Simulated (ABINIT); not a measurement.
# AlN (P6_3mc): a self-consistent loop beyond G0W0, cycle by cycle, part 2 of 2

How far does self-consistency move the gap of AlN (P6_3mc)?

ABINIT 10.8.3; LDA and many-body steps on it, plane waves. Known limits of the many-body steps: not at the basis limit.

So far. Step 3 (Screening, 6×6×4 mesh, 134 bands, screening to 179.6 eV): Local fields lower ε∞ by 9 %. Step 4 (G0W0): The gap on the mesh goes from 4.26 eV to 5.79 eV, a correction of +1.53 eV.

The database entry behind the starting cell differs from later determinations by our own check (inner coordinate u about 0.002 short), so it need not match the best structure at ambient conditions.

## 5. evGW0, cycle 1

This step: evGW0 on LDA, plane waves, norm-conserving pseudopotentials.

Contents of run.abi:

```
acell 3*1.0 Angstrom
rprim 
  3.113000000011 -0.000000000003 0.000000000000
  -1.556500000003 2.695937081992 0.000000000000
  0.000000000000 0.000000000000 4.981000000000
ntypat 2
znucl 13 7
natom 4
typat 1 1 2 2
xred 
  0.333333333333 0.666666666667 0.000000000000
  0.666666666667 0.333333333333 0.500000000000
  0.333333333333 0.666666666667 0.380000000000
  0.666666666667 0.333333333333 0.880000000000
pp_dirpath "pseudos"
pseudos "Al.upf, N.upf"
ecut 36
ngkpt 6 6 4
nshiftk 1
shiftk 0 0 0
kptopt 1
chksymbreak 0
istwfk *1
occopt 1
irdwfk 1
optdriver 4
nband 134
gwcalctyp 10
ecutsigx 36
symsigma 1
nkptgw 21
kptgw 
  0.0000000000 0.0000000000 0.0000000000
  0.1666666667 0.0000000000 0.0000000000
  0.3333333333 0.0000000000 0.0000000000
  0.5000000000 0.0000000000 0.0000000000
  0.1666666667 0.1666666667 0.0000000000
  0.3333333333 0.1666666667 0.0000000000
  0.3333333333 0.3333333333 0.0000000000
  0.0000000000 0.0000000000 0.2500000000
  0.1666666667 0.0000000000 0.2500000000
  0.3333333333 0.0000000000 0.2500000000
  0.5000000000 0.0000000000 0.2500000000
  0.1666666667 0.1666666667 0.2500000000
  0.3333333333 0.1666666667 0.2500000000
  0.3333333333 0.3333333333 0.2500000000
  0.0000000000 0.0000000000 0.5000000000
  0.1666666667 0.0000000000 0.5000000000
  0.3333333333 0.0000000000 0.5000000000
  0.5000000000 0.0000000000 0.5000000000
  0.1666666667 0.1666666667 0.5000000000
  0.3333333333 0.1666666667 0.5000000000
  0.3333333333 0.3333333333 0.5000000000
bdgw 
  1 22
  1 22
  1 22
  1 22
  1 22
  1 22
  1 22
  1 22
  1 22
  1 22
  1 22
  1 22
  1 22
  1 22
  1 22
  1 22
  1 22
  1 22
  1 22
  1 22
  1 22
ecuteps 6.6
irdscr 1
ppmodel 1
indata_prefix "in"
outdata_prefix "out"
tmpdata_prefix "tmp"
```

Run with:

```
$ OMP_NUM_THREADS=1 mpirun -n 4 abinit run.abi > log
```

The program printed:

```text
.Version 10.8.3 of ABINIT. v10.8.2 released Aug 2026.

 Symmetries : space group P6_3 m c (#186); Bravais hP (primitive hexag.)
[... echo of the input left out ...]
== DATASET  1 ==================================================================
-   mpi_nproc: 4, omp_nthreads: 1 (-1 if OMP is not activated)

--- !DatasetInfo
iteration_state: {dtset: 1, }
dimensions: {natom: 4, nkpt: 21, mband: 134, nsppol: 1, nspinor: 1, nspden: 1, mpw: 2934, }
cutoff_energies: {ecut:  36.0, pawecutdg:  -1.0, }
electrons: {nelect:   1.60000000E+01, charge:   0.00000000E+00, occopt:   1.00000000E+00, tsmear:   1.00000000E-02, }

 SIGMA: Calculation of the GW corrections

 Based on a program developped by R.W. Godby, V. Olevano, G. Onida, and L. Reining.
 Incorporated in ABINIT by V. Olevano, G.-M. Rignanese, and M. Torrent.
.Using double precision arithmetic ; gwpc =  8

[... cell and pseudopotentials left out ...]
--------------------------------------------------------------------------------

 ==== K-mesh for the wavefunctions ====
 Number of points in the irreducible wedge :    21
[... list of points left out ...]
 Together with 12 symmetry operations and time-reversal symmetry
 yields   144 points in the full Brillouin Zone.

 ==== Q-mesh for screening function ====
 Number of points in the irreducible wedge :    21
[... list of points left out ...]
 Together with 12 symmetry operations and time-reversal symmetry
 yields   144 points in the full Brillouin Zone.

 vcoul_init : cutoff-mode = AUXILIARY_FUNCTION
 q-points for optical limit:   1
     1)      0.000010    0.000020    0.000030
 setmesh: FFT mesh size selected  =    27x   27x   54
          total number of points  =        39366

 Number of electrons calculated from density =   16.0000; Expected =   16.0000
[...]
QP_gap     :    8.944
Delta_QP_KS:    1.781
data: !SigmaeeData |
     Band     E_DFT   <VxcDFT>   E(N-1)  <Hhartree>   SigX  SigC[E(N-1)]    Z     dSigC/dE  Sig[E(N)]  DeltaE  E(N)_pert E(N)_diago
[...]
--- !SelfEnergy_ee
iteration_state: {dtset: 1, }
kpoint     : [   0.333,    0.333,    0.500, ]
spin       : 1
KS_gap     :    8.117
QP_gap     :   10.016
Delta_QP_KS:    1.899
data: !SigmaeeData |
     Band     E_DFT   <VxcDFT>   E(N-1)  <Hhartree>   SigX  SigC[E(N-1)]    Z     dSigC/dE  Sig[E(N)]  DeltaE  E(N)_pert E(N)_diago
[...]
21    28.662   -11.875    28.662    40.537    -3.705    -7.202     0.715    -0.398   -11.182     0.692    29.354    29.630
       22    28.662   -11.875    28.662    40.537    -3.705    -7.202     0.715    -0.398   -11.182     0.692    29.354    29.630

 New Fermi energy :        2.835502E-01 Ha ,    7.715795E+00 eV
 New Exchange energy :    -6.255426E+00 Ha ,   -1.702188E+02 eV

 === QP Band Gaps ===
  >>>> For spin  1
   Minimum direct gap =   6.1709 [eV], located at k-point      :   0.0000  0.0000  0.0000
   Fundamental gap    =   6.1709 [eV], Top of valence bands at :   0.0000  0.0000  0.0000
                                       Bottom of conduction at :   0.0000  0.0000  0.0000

 writing QP data on file : out_QPS

 Convergence of QP corrections
 >>>>> For spin  1 <<<<<
.  kptgw no:  1; Maximum DeltaE = (  -1.362   0.014) for band index:  2
.  kptgw no:  2; Maximum DeltaE = (  -1.366   0.010) for band index:  2
.  kptgw no:  3; Maximum DeltaE = (  -1.368   0.014) for band index:  2
[...]
.  kptgw no: 20; Maximum DeltaE = (  -1.352   0.007) for band index:  2
.  kptgw no: 21; Maximum DeltaE = (  -1.370   0.006) for band index:  2

== END DATASET(S) ==============================================================
================================================================================

 -outvars: echo values of variables after computation  --------
           etotal      0.0000000000E+00
            nband         134
             nkpt          21
          spgroup         186
 [... the other variables as echoed above ...]

 Calculation completed.
```

Wall time 42 min (4 MPI ranks of Arm Neoverse V1, shared host); peak memory 2.3 GiB.

Numbers from this step:

* quasiparticle gap on the mesh: 6.171 eV
* gap of the density functional on the mesh: 4.255 eV
* k of the valence top: 0, 0, 0
* k of the conduction bottom: 0, 0, 0
* Z at the valence top: 0.786
* Z at the conduction bottom: 0.816
* least direct quasiparticle gap on the computed points: 6.171 eV

Against G0W0 in ABINIT (6×6×4 mesh, 134 bands, screening to 179.6 eV, Godby-Needs plasmon pole), the gap moves by +0.383 eV. This first cycle still uses the starting levels; it takes the full correction, at all points of the mesh, and its linearised value is 5.788 eV.

## 6. evGW0, cycle 2

The corrected levels of the last cycle go back in.

Edit run.abi of step 5 so:

```diff
@@ -78,2 +78,3 @@
 ppmodel 1
+irdqps 1
 indata_prefix "in"
```

The program printed:

```text
.Version 10.8.3 of ABINIT. v10.8.2 released Aug 2026.

 Symmetries : space group P6_3 m c (#186); Bravais hP (primitive hexag.)
[... echo of the input left out ...]
== DATASET  1 ==================================================================
-   mpi_nproc: 4, omp_nthreads: 1 (-1 if OMP is not activated)

--- !DatasetInfo
iteration_state: {dtset: 1, }
dimensions: {natom: 4, nkpt: 21, mband: 134, nsppol: 1, nspinor: 1, nspden: 1, mpw: 2934, }
cutoff_energies: {ecut:  36.0, pawecutdg:  -1.0, }
[...]
.  kptgw no:  3; Maximum DeltaE = (  -0.116  -0.001) for band index: 12
[...]
.  kptgw no: 20; Maximum DeltaE = (   0.106  -0.001) for band index:  3
.  kptgw no: 21; Maximum DeltaE = (  -0.150   0.001) for band index: 14

== END DATASET(S) ==============================================================
================================================================================

 -outvars: echo values of variables after computation  --------
           etotal      0.0000000000E+00
            nband         134
             nkpt          21
          spgroup         186
 [... the other variables as echoed above ...]

 Calculation completed.
```

Run time: 42 min. Hardware: 4 MPI ranks; peak memory 2.3 GiB; 2.8 h of CPU time.

This step gave:

- quasiparticle gap on the mesh: 6.048 eV
- gap of the density functional on the mesh: 4.255 eV
- k of the valence top: 0, 0, 0
- k of the conduction bottom: 0, 0, 0
- least direct quasiparticle gap on the computed points: 6.048 eV

Against the cycle before, the gap moves by −0.123 eV.

## 7. evGW0, cycle 3

run.abi is that of step 6.

The program printed:

```text
.Version 10.8.3 of ABINIT. v10.8.2 released Aug 2026.

 Symmetries : space group P6_3 m c (#186); Bravais hP (primitive hexag.)
[... echo of the input left out ...]
== DATASET  1 ==================================================================
-   mpi_nproc: 4, omp_nthreads: 1 (-1 if OMP is not activated)

--- !DatasetInfo
iteration_state: {dtset: 1, }
dimensions: {natom: 4, nkpt: 21, mband: 134, nsppol: 1, nspinor: 1, nspden: 1, mpw: 2934, }
cutoff_energies: {ecut:  36.0, pawecutdg:  -1.0, }
[...]
.  kptgw no:  3; Maximum DeltaE = (  -0.041  -0.015) for band index: 22
[...]
.  kptgw no: 20; Maximum DeltaE = (  -0.010  -0.001) for band index:  3
.  kptgw no: 21; Maximum DeltaE = (   0.024  -0.000) for band index: 13

== END DATASET(S) ==============================================================
================================================================================

 -outvars: echo values of variables after computation  --------
           etotal      0.0000000000E+00
            nband         134
             nkpt          21
          spgroup         186
 [... the other variables as echoed above ...]

 Calculation completed.
```

Run time: 42 min. Hardware: 4 MPI ranks; peak memory 2.3 GiB.

Numbers from this step:

| Property | Result |
| --- | --- |
| quasiparticle gap on the mesh | 6.052 eV |
| gap of the density functional on the mesh | 4.255 eV |
| k of the valence top | 0, 0, 0 |
| k of the conduction bottom | 0, 0, 0 |
| least direct quasiparticle gap on the computed points | 6.052 eV |

Against the cycle before, the gap moves by +0.004 eV.

## 8. Side by side

Times are wall times on 4 MPI ranks of Arm Neoverse V1, shared host, good to a factor of about two. A run's time includes the screening step that it read.

| run | mesh | bands | screening cutoff (eV) | DFT gap (eV) | gap on the mesh (eV) | direct (eV) | ε∞ used | time |
| --- | --- | --- | --- | --- | --- | --- | --- | --- |
| G0W0 | 6×6×4 | 134 | 179.6 | 4.255 | 5.788 | 5.788 | 4.28 | 3.4 min |
| evGW0, cycle 1 | 6×6×4 | 134 | 179.6 | 4.255 | 6.171 | 6.171 | 4.28 | 45 min |
| evGW0, cycle 2 | 6×6×4 | 134 | 179.6 | 4.255 | 6.048 | 6.048 | 4.28 | 45 min |
| evGW0, cycle 3 | 6×6×4 | 134 | 179.6 | 4.255 | 6.052 | 6.052 | 4.28 | 44 min |

## 9. Outcome

```yaml
g0w0: 5.788 eV
evgw0_cycle_1: 6.171 eV
evgw0_cycle_2: 6.048 eV
evgw0_cycle_3: 6.052 eV
known_limits: not at the basis limit
```

Only the bands that the input lists are updated; the others, empty or deep, keep the functional's energies or take a rigid shift. evGW0 ends at 6.05 eV, +0.26 eV from G0W0, after 3 cycles that took 2.1 h beside the first screening; the last moved the gap by 0.004 eV. The first cycle of evGW0 takes the full correction, without the factor Z, so it overshoots the one-shot value. Bands and cutoff are finite, so the gap is not at the basis limit. The miss can reach some tenths of an eV and take either sign; the mesh is an error of its own.

[Paths, hosts, dates, memory and timing lines, banners, echoed tables and standing remarks are left out of the program output.]

[Logs are printed without paths, hosts, clocks, repeated set-up lines and the standing remarks that a program may print on its own settings, such as how far it seeks lower states.]

[Runs of the session that timed out or met a known fault of the program may be left out.]

[Hosts, paths, dates, database ids (printed as entryN), source tags and the programs' standing remarks are cut or masked in the printed files.]

[G0W0 gaps are taken among the corrected bands and points alone; a level outside them can change the order at an edge.]

[Where Ansatz stands beside ABINIT at settings called matched, ABINIT's density can come from a denser mesh and the files from another edition; pairs whose starting gaps differed by over 0.03 eV were left out, so agreement reads better than it is.]
